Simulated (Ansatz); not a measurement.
# Sn (Immm) in Ansatz: equation of state

How stiff is Sn in PBE, and what volume does it want? The cell is scaled to several volumes.

All numbers are computed with Ansatz 0.2.0; they aren't measurements. Logs are shortened: lines on timing, memory, paths and dates and some standing lists are left out, and cuts for length are marked.

### Step 1. The structure

The structure is orthorhombic, space group Immm (No. 71). The conventional cell has a = 3.453 Å, b = 3.551 Å, c = 4.677 Å, α = 90.00°, β = 90.00°, γ = 90.00°. Sn (site symmetry mmm) is surrounded by 12 Sn at 3.41 to 3.55 Å.

This isn't the form of Sn at room conditions, which is tetragonal (white tin).

### Step 2. Single point, PBE, 26.95 Å³/atom (volume scaled by 0.94)

Contents of input.yaml:

```yaml
crystal:
  lattice:
    - [-1.6912936206, 1.7393011766, 2.2906073406]
    - [1.6912936206, -1.7393011766, 2.2906073406]
    - [1.6912936206, 1.7393011766, -2.2906073406]
  atoms:
    - { symbol: Sn, position: [0.0, 0.0, 0.0] }
hamiltonian:
  xc: pbe
  pseudopotentials: { kind: paw }
kpoints:
  mp_grid: { grid: [11, 11, 11] }
scf:
  occupations: { method: fermi_dirac, width: 0.05 }
output:
  forces: true
  stress: true
  eigenvalues: true
```

Potentials or basis: Ansatz PAW.

Command:

```
> ansatz run input.yaml --threads 1 --pin off --max-ram 2560MiB --backend cpu --events-out ev --progress --plain --runs-dir out
```

The program printed:

```text
Warning: RAYON_NUM_THREADS=1 ignored (pool sized by the plan → 1); use --threads N
Engine: ansatz 0.2.0, aarch64-unknown-linux-gnu
Pseudopotentials: kind: paw
Pseudopotential: Sn, paw, valence charge 14, recommended cutoff 420 eV (normal), Sn.paw.azcp
Functional definition: PBE
  parameter kappa = 0.804
  parameter beta = 0.06672455060314922
  exchange = pbe_x(kappa = kappa, mu = beta*pi^2/3)
  correlation = pbe_c(beta = beta)
Crystal: 1 atoms, lattice volume = 26.953 Å³
Basis set: ecut = 420 eV, 535 PW (Γ), exchange–correlation on 48×48×48 points (8 copies of the dense FFT grid, shifted against one another)
Bands: 11, of which v1, the nominal top of the filled ones, is band 7 counted from 1 (6 counted from 0)
Symmetry: 8 space group operations
Space group: Immm (ITA 71), of the structure as read, at distance tolerance 3.0e-5 Å
k-points: 216 of 1331
Non-local potential: Sn, projectors of the file, l = 0: 2, l = 1: 2, l = 2: 2, l = 3: 2
PAW form: soft (Blöchl's): semilocal exchange-correlation on the pseudo side does not see the compensation charge
PAW one-centre angular grid: Sn, 590 points (default); XC on 64 Gauss nodes
Initial density: superposition of atomic densities (neutral atoms: chi_scale 0, normalization atom), corrected by the library's trained network
Initial wavefunctions: pseudopotential atomic-orbital guess
Functional: x = pbe(κ = 0.804, μ = 0.2195149727645171), c = pbe(β = 0.06672455060314922)
SCF iter   1: F=—  HF=-6024.149263 eV  |F-HF|=—  |Δ(HF+E_count)|=         —  Δρ=8.78e-4  dr2=2.65e-4  ethr=1.77e-3  ⟨swp⟩=5.6  Hψ=14394  notcnv=0
preconditioner: auto → none  [metal: Δε(μ)=0.084 eV  Ē_g=23.147 eV  σ=0.050 eV  W_gap=0.39  n_scr=8 (ndim 8)  ℏωp=26.8 eV  f_vac=0.000  D(μ)=0.47/eV (n_scr^D=0)  sad-step TF]
SCF iter   2: F=—  HF=-6024.148805 eV  |F-HF|=—  |Δ(HF+E_count)|=   4.58e-4  Δρ=7.11e-4  dr2=1.13e-4  ethr=1.89e-6  ⟨swp⟩=2.0  Hψ=5410  notcnv=0
SCF iter   3: F=—  HF=-6024.148798 eV  |F-HF|=—  |Δ(HF+E_count)|=   6.18e-6  Δρ=2.41e-4  dr2=1.57e-5  ethr=8.04e-7  ⟨swp⟩=1.0  Hψ=2344  notcnv=0
SCF iter   4: F=—  HF=-6024.148799 eV  |F-HF|=—  |Δ(HF+E_count)|=   5.92e-7  Δρ=3.76e-5  dr2=3.12e-7  ethr=1.12e-7  ⟨swp⟩=1.3  Hψ=2506  notcnv=0
iter 5 did not close the SCF: its close was put off for the readings that it lacked (scf_convergence_deferred on its scf_iter line)
SCF iter   5: F=-6024.148799 eV  HF=-6024.148799 eV  |F-HF|=2.80e-10  |Δ(HF+E_count)|=   1.34e-7  Δρ=3.09e-6  dr2=9.95e-10  ethr=2.23e-9  ⟨swp⟩=2.0  Hψ=3842  notcnv=0
SCF iter   6: F=-6024.148799 eV  HF=-6024.148799 eV  |F-HF|=1.80e-10  |Δ(HF+E_count)|=  2.60e-10  Δρ=8.07e-7  dr2=1.36e-10  ethr=7.11e-12  ⟨swp⟩=2.2  Hψ=7872  notcnv=0
SCF 1 converged in 6 iterations: F = -6024.148799 eV  dr2 = 1.36e-10
SCF converged after 6 iterations
Free energy (F): -6024.148799 eV
Harris-Foulkes:  -6024.148799 eV  (|F-HF|=1.80e-10)
Internal energy: -6024.144874 eV  (E = F + TS)
E sigma→0 (E₀):  -6024.146837 eV
Entropy (-TS):   -0.003925 eV (-3.925 meV/atom)
Fermi energy:    11.026624 eV
--- Per-component energies (eV) ---
  E_band       = -78.958846
  E_kinetic    = 186.145963
  E_local      = -817.879720  (includes V_loc(G=0)·N_el)
  E_nonlocal   = -32.733179
  E_hartree    = 517.229853
  E_xc         = -383.111996
  E_vxc        = -96.575849  (∫ρ·V_xc dr)
  E_paw        = -4134.529139  (= ΣΔE_a)
  E_vpaw       = -352.375262  (= ΣTr[D̂ρ^β])
  E_aug_tail   = -0.000000  (compensation charges beyond the density's cutoff)
  E_ewald      = -1359.266655
  E_smearing   = -0.003925  (= −TS)
  E_closure    = 0.000000  (closes the sum)
  Σ components = -6024.148799   (vs F -6024.148799, Δ=0.00e0)
--- Forces (eV/Å), atoms counted from 1 ---
  atom   1  Sn     0.00000000    -0.00000000     0.00000000
  max |Σ_I F_I| component: 3.85e-34 eV/Å
--- Stress (GPa, compression-positive) ---
        2.890965      -0.000000       0.000000
       -0.000000       0.996272       0.000000
        0.000000       0.000000       2.405927
  P = ⅓ Tr σ = 2.0977 GPa (20.977 kbar)
--- Band table (eV; the first three rows and the last of 216) ---
  k-point 0: bands = ["-10.5491", "-10.5316", "-10.5077", "-10.4714", "-10.4294", "-0.1599", "18.5647", "18.7093", "19.1675", "21.7294", "22.5078"]
  k-point 1: bands = ["-10.5495", "-10.5222", "-10.4970", "-10.4744", "-10.4282", "0.0604", "17.7184", "17.7225", "18.2181", "20.4597", "23.1789"]
  k-point 2: bands = ["-10.5650", "-10.4891", "-10.4821", "-10.4676", "-10.4199", "0.7224", "16.0050", "16.1220", "16.4332", "19.1065", "20.2226"]
  k-point 215: bands = ["-10.6009", "-10.5548", "-10.3853", "-10.3523", "-10.3495", "6.7565", "7.8655", "11.8904", "12.4162", "15.9139", "17.8652"]
```

It took 3.1 s on 1 thread of Arm Neoverse V2, shared host; peak memory 0.33 GiB.

Results:

- Free energy: -6024.1488 eV
- Pressure: 2.1 GPa
- Band gap on the k mesh: none (metal or under the smearing width)

### Step 3. Single point, PBE, 27.53 Å³/atom (volume scaled by 0.96)

input.yaml, as its differences from that of step 2:

```diff
@@ -2,5 +2,5 @@
   lattice:
-    - [-1.6912936206, 1.7393011766, 2.2906073406]
-    - [1.6912936206, -1.7393011766, 2.2906073406]
-    - [1.6912936206, 1.7393011766, -2.2906073406]
+    - [-1.7032045314, 1.75155018, 2.3067389097]
+    - [1.7032045314, -1.75155018, 2.3067389097]
+    - [1.7032045314, 1.75155018, -2.3067389097]
   atoms:
```

Potentials or basis: Ansatz PAW.

Command:

```
> ansatz run input.yaml --threads 1 --pin off --max-ram 2560MiB --backend cpu --events-out ev --progress --plain --runs-dir out
```

It took 3 s on 1 thread of Arm Neoverse V2, shared host; peak memory 0.33 GiB.

Results (log left out):

```
Free energy            : -6024.1542 eV
Pressure               : 0.9 GPa
Band gap on the k mesh : none (metal or under the smearing width)
```

### Step 4. Single point, PBE, 28.10 Å³/atom (volume scaled by 0.98)

input.yaml, as its differences from that of step 3:

```diff
@@ -2,5 +2,5 @@
   lattice:
-    - [-1.7032045314, 1.75155018, 2.3067389097]
-    - [1.7032045314, -1.75155018, 2.3067389097]
-    - [1.7032045314, 1.75155018, -2.3067389097]
+    - [-1.7149511408, 1.7636302181, 2.3226479567]
+    - [1.7149511408, -1.7636302181, 2.3226479567]
+    - [1.7149511408, 1.7636302181, -2.3226479567]
   atoms:
```

Command:

```
> ansatz run input.yaml --threads 1 --pin off --max-ram 2560MiB --backend cpu --events-out ev --progress --plain --runs-dir out
```

Wall time 3.4 s (1 thread of Arm Neoverse V2, shared host); peak memory 0.33 GiB.

Results (log left out):

* Free energy: -6024.1556 eV
* Pressure: -0.1 GPa
* Band gap on the k mesh: none (metal or under the smearing width)

### Step 5. Single point, PBE, 28.67 Å³/atom

input.yaml, as its differences from that of step 4:

```diff
@@ -2,5 +2,5 @@
   lattice:
-    - [-1.7149511408, 1.7636302181, 2.3226479567]
-    - [1.7149511408, -1.7636302181, 2.3226479567]
-    - [1.7149511408, 1.7636302181, -2.3226479567]
+    - [-1.726539, 1.775547, 2.338342]
+    - [1.726539, -1.775547, 2.338342]
+    - [1.726539, 1.775547, -2.338342]
   atoms:
```

Command:

```
> ansatz run input.yaml --threads 1 --pin off --max-ram 2560MiB --backend cpu --events-out ev --progress --plain --runs-dir out
```

It took 2.9 s on 1 thread of Arm Neoverse V2, shared host; peak memory 0.33 GiB.

The run converged. Its results:

- Free energy: -6024.1536 eV
- Pressure: -1.0 GPa
- Band gap on the k mesh: none (metal or under the smearing width)

### Step 6. Single point, PBE, 29.25 Å³/atom (volume scaled by 1.02)

input.yaml, as its differences from that of step 5:

```diff
@@ -2,5 +2,5 @@
   lattice:
-    - [-1.726539, 1.775547, 2.338342]
-    - [1.726539, -1.775547, 2.338342]
-    - [1.726539, 1.775547, -2.338342]
+    - [-1.7379733663, 1.7873059321, 2.3538281599]
+    - [1.7379733663, -1.7873059321, 2.3538281599]
+    - [1.7379733663, 1.7873059321, -2.3538281599]
   atoms:
```

Potentials or basis: Ansatz PAW.

Command:

```
> ansatz run input.yaml --threads 1 --pin off --max-ram 2560MiB --backend cpu --events-out ev --progress --plain --runs-dir out
```

It took 2.9 s on 1 thread of Arm Neoverse V2, shared host; peak memory 0.33 GiB.

Results (log left out):

* Free energy: -6024.1484 eV
* Pressure: -1.8 GPa
* Band gap on the k mesh: none (metal or under the smearing width)

### Step 7. Single point, PBE, 29.82 Å³/atom (volume scaled by 1.04)

input.yaml, as its differences from that of step 6:

```diff
@@ -2,5 +2,5 @@
   lattice:
-    - [-1.7379733663, 1.7873059321, 2.3538281599]
-    - [1.7379733663, -1.7873059321, 2.3538281599]
-    - [1.7379733663, 1.7873059321, -2.3538281599]
+    - [-1.7492592239, 1.79891214, 2.3691131866]
+    - [1.7492592239, -1.79891214, 2.3691131866]
+    - [1.7492592239, 1.79891214, -2.3691131866]
   atoms:
```

Command:

```
> ansatz run input.yaml --threads 1 --pin off --max-ram 2560MiB --backend cpu --events-out ev --progress --plain --runs-dir out
```

It took 2.9 s on 1 thread of Arm Neoverse V2, shared host; peak memory 0.33 GiB.

Results (log left out):

- Free energy: -6024.1405 eV
- Pressure: -2.6 GPa
- Band gap on the k mesh: none (metal or under the smearing width)

### Step 8. Single point, PBE, 30.39 Å³/atom (volume scaled by 1.06)

Contents of input.yaml:

```yaml
crystal:
  lattice:
    - [-1.7604013028, 1.810370488, 2.3842034864]
    - [1.7604013028, -1.810370488, 2.3842034864]
    - [1.7604013028, 1.810370488, -2.3842034864]
  atoms:
    - { symbol: Sn, position: [0.0, 0.0, 0.0] }
hamiltonian:
  xc: pbe
  pseudopotentials: { kind: paw }
kpoints:
  mp_grid: { grid: [11, 11, 11] }
scf:
  occupations: { method: fermi_dirac, width: 0.05 }
output:
  forces: true
  stress: true
  eigenvalues: true
  write_density: true
  write_potential: true
  elf: true
  volumetric_format: npy
```

Potentials or basis: Ansatz PAW.

Command:

```
> ansatz run input.yaml --threads 1 --pin off --max-ram 2560MiB --backend cpu --events-out ev --progress --plain --runs-dir out
```

The program printed:

```text
Warning: RAYON_NUM_THREADS=1 ignored (pool sized by the plan → 1); use --threads N
[... 8 set-up lines as earlier in the session ...]
Crystal: 1 atoms, lattice volume = 30.394 Å³
Basis set: ecut = 420 eV, 577 PW (Γ), exchange–correlation on 48×48×48 points (8 copies of the dense FFT grid, shifted against one another)
Bands: 11, of which v1, the nominal top of the filled ones, is band 7 counted from 1 (6 counted from 0)
[... 1 set-up line as earlier in the session ...]
Space group: Immm (ITA 71), of the structure as read, at distance tolerance 3.1e-5 Å
k-points: 216 of 1331
[... 6 set-up lines as earlier in the session ...]
SCF iter   1: F=—  HF=-6024.130673 eV  |F-HF|=—  |Δ(HF+E_count)|=         —  Δρ=7.87e-4  dr2=1.90e-4  ethr=1.77e-3  ⟨swp⟩=5.6  Hψ=14321  notcnv=0
preconditioner: auto → none  [metal: Δε(μ)=0.042 eV  Ē_g=22.612 eV  σ=0.050 eV  W_gap=0.20  n_scr=8 (ndim 8)  ℏωp=25.2 eV  f_vac=0.000  D(μ)=0.37/eV (n_scr^D=0)  sad-step TF]
SCF iter   2: F=—  HF=-6024.130073 eV  |F-HF|=—  |Δ(HF+E_count)|=   6.01e-4  Δρ=5.22e-4  dr2=6.91e-5  ethr=1.35e-6  ⟨swp⟩=2.0  Hψ=5558  notcnv=0
SCF iter   3: F=—  HF=-6024.130113 eV  |F-HF|=—  |Δ(HF+E_count)|=   4.07e-5  Δρ=1.77e-4  dr2=1.11e-5  ethr=4.94e-7  ⟨swp⟩=2.1  Hψ=3700  notcnv=0
SCF iter   4: F=—  HF=-6024.130117 eV  |F-HF|=—  |Δ(HF+E_count)|=   3.79e-6  Δρ=3.88e-5  dr2=6.15e-7  ethr=7.93e-8  ⟨swp⟩=2.0  Hψ=2766  notcnv=0
iter 5 did not close the SCF: its close was put off for the readings that it lacked (scf_convergence_deferred on its scf_iter line)
SCF iter   5: F=-6024.130117 eV  HF=-6024.130117 eV  |F-HF|=5.73e-9  |Δ(HF+E_count)|=   2.47e-7  Δρ=4.04e-6  dr2=2.19e-9  ethr=4.39e-9  ⟨swp⟩=2.1  Hψ=3837  notcnv=0
SCF iter   6: F=-6024.130117 eV  HF=-6024.130117 eV  |F-HF|=4.51e-10  |Δ(HF+E_count)|=   6.14e-9  Δρ=9.05e-7  dr2=3.64e-10  ethr=1.56e-11  ⟨swp⟩=5.4  Hψ=12288  notcnv=0
SCF 1 converged in 6 iterations: F = -6024.130117 eV  dr2 = 3.64e-10
SCF converged after 6 iterations
Free energy (F): -6024.130117 eV
Harris-Foulkes:  -6024.130117 eV  (|F-HF|=4.51e-10)
Internal energy: -6024.126848 eV  (E = F + TS)
E sigma→0 (E₀):  -6024.128483 eV
Entropy (-TS):   -0.003269 eV (-3.269 meV/atom)
Fermi energy:    9.354376 eV
--- Per-component energies (eV) ---
  E_band       = -101.560528
  E_kinetic    = 184.592767
  E_local      = -900.855530  (includes V_loc(G=0)·N_el)
  E_nonlocal   = -32.883893
  E_hartree    = 547.536437
  E_xc         = -382.368494
  E_vxc        = -95.536788  (∫ρ·V_xc dr)
  E_paw        = -4134.241907  (= ΣΔE_a)
  E_vpaw       = -351.949087  (= ΣTr[D̂ρ^β])
  E_aug_tail   = -0.000000  (compensation charges beyond the density's cutoff)
  E_ewald      = -1305.906227
  E_smearing   = -0.003269  (= −TS)
  E_closure    = 0.000000  (closes the sum)
  Σ components = -6024.130117   (vs F -6024.130117, Δ=0.00e0)
--- Forces (eV/Å), atoms counted from 1 ---
  atom   1  Sn     0.00000000    -0.00000000     0.00000000
  max |Σ_I F_I| component: 3.08e-33 eV/Å
--- Stress (GPa, compression-positive) ---
       -2.703299      -0.000000      -0.000000
       -0.000000      -4.186058       0.000000
       -0.000000       0.000000      -2.772600
  P = ⅓ Tr σ = -3.2207 GPa (-32.207 kbar)
--- Band table (eV; the first three rows and the last of 216) ---
  k-point 0: bands = ["-12.2062", "-12.1930", "-12.1791", "-12.1562", "-12.1246", "-1.0319", "15.9314", "16.0759", "16.4345", "19.8641", "20.1178"]
  k-point 1: bands = ["-12.2060", "-12.1868", "-12.1719", "-12.1580", "-12.1238", "-0.8337", "15.1805", "15.2686", "15.6031", "18.4598", "20.9043"]
  k-point 2: bands = ["-12.2157", "-12.1667", "-12.1595", "-12.1521", "-12.1183", "-0.2398", "13.4784", "13.8949", "14.1639", "17.1444", "18.2102"]
  k-point 215: bands = ["-12.2395", "-12.2044", "-12.0970", "-12.0704", "-12.0701", "4.7931", "6.5944", "10.2060", "10.6402", "14.0343", "15.8061"]
```

rho_z.tsv:

```text
# z_ang	rho[e/angstrom^3]
# format = ansatz-planar-average/11
# lattice	-1.760401303	1.810370488	2.384203486
# lattice	1.760401303	-1.810370488	2.384203486
# lattice	1.760401303	1.810370488	-2.384203486
# sites	1
# site	50	0.000000000	0.000000000	0.000000000
0.000000	1.092302e0
0.144703	1.046152e0
0.289406	9.218208e-1
0.434110	7.541903e-1
0.578813	5.820730e-1
0.723516	4.334711e-1
[... 16 lines left out ...]
3.183471	9.218208e-1
3.328175	1.046152e0
```

v_z.tsv:

```text
# z_ang	v_es[eV]	v_tot[eV]
# format = ansatz-planar-average/11
# xc	pbe
# density_cutoff_ev	1680
# datasets	Sn=:simpson_from_first_knot:soft
# lattice	-1.760401303	1.810370488	2.384203486
# lattice	1.760401303	-1.810370488	2.384203486
# lattice	1.760401303	1.810370488	-2.384203486
# sites	1
# site	50	0.000000000	0.000000000	0.000000000
0.000000	7.950202e0	-4.476106e0
0.144703	7.782390e0	-4.532151e0
0.289406	7.334374e0	-4.659870e0
0.434110	6.755870e0	-4.750470e0
0.578813	6.247609e0	-4.662770e0
0.723516	6.003661e0	-4.271749e0
[... 16 lines left out ...]
3.183471	7.334374e0	-4.659870e0
3.328175	7.782390e0	-4.532151e0
```

Run time: 3.9 s. Hardware: 1 thread of Arm Neoverse V2, shared host; peak memory 0.34 GiB.

What came out:

- Free energy: -6024.1301 eV
- Pressure: -3.2 GPa
- Band gap on the k mesh: none (metal or under the smearing width)

### Step 9. Equation of state, PBE

Potentials or basis: Ansatz PAW.

No new run: the results of the series are fitted here.

Results:

```yaml
Equilibrium_volume: 28.04 Å³/atom
Bulk_modulus_at_fixed_shape_and_positions: 48 GPa
Pressure_derivative_of_the_bulk_modulus: 4.7
```

Energy against volume, from the lowest point:
| volume (Å³/atom) | energy (meV/atom) |
| --- | --- |
| 26.953 | 6.85 |
| 27.526 | 1.46 |
| 28.100 | 0.00 |
| 28.673 | 2.04 |
| 29.247 | 7.21 |
| 29.820 | 15.14 |
| 30.394 | 25.53 |

Caveat: the cell was scaled at fixed shape and fractional positions, which overstates the stiffness of a crystal with free parameters, most of all of layers and chains.
